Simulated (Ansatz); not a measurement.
Stress against strain in HgTe

```xyz
2
Lattice="0.0000 2.9215 2.9215 2.9215 0.0000 2.9215 2.9215 2.9215 0.0000" Properties=species:S:1:pos:R:3 pbc="T T T"
Hg    0.0000    0.0000    0.0000
Te    2.9215    2.9215    2.9215
```

Atom numbers follow the list: Hg1, Te2.

The geometry is COD entry 1538296, unchecked; take it as a test cell.

Spin–orbit coupling is left out, though it moves levels of the heavy atoms by tenths of an eV or more.

Computed with DFT, PBE, all-electron LAPW, scalar-relativistic in Ansatz 0.2.0.

The runs use a Γ-centred 10×10×10 k mesh, Fermi–Dirac smearing of 0.08 eV, basis error target 1 meV/atom, no spin polarisation.

The strain is applied along the Cartesian axes of the cell as listed (the other components stay zero). Fractional coordinates are held (clamped ions).

σ is the change of stress from the unstrained cell, which is at 10.35 GPa; tension is positive, so slopes are stress–strain coefficients at that pressure. In a metal the k mesh adds noise.

Only quantities that a quadratic follows smoothly over the whole series are listed; rougher ones are left out.

| εzz | σzz (GPa) | σxx (GPa) |
| --- | --- | --- |
| -0.0300 | -6.92 | -1.64 |
| -0.0200 | -4.37 | -1.05 |
| 0.0000 | 0.00 | 0.00 |
| 0.0100 | 1.82 | 0.48 |
| 0.0200 | 3.39 | 0.96 |
| 0.0300 | 4.73 | 1.43 |

Q: Fit the series and read off the stiffness at zero strain.

A: Least-squares fits y = p0 + p1 x + p2 x² to the rows give σzz (GPa): p1 = 194, p2 = -1200; σxx (GPa): p1 = 50.8, p2 = -110. So C11 = 194 GPa and C12 = 51 GPa, which gives B = (C11 + 2 C12)/3 = 99 GPa.

Q: One run, at εzz = -0.0100, is withheld. Predict its row.

A: The fits give -2.06, -0.53; the run gave -2.06, -0.51.
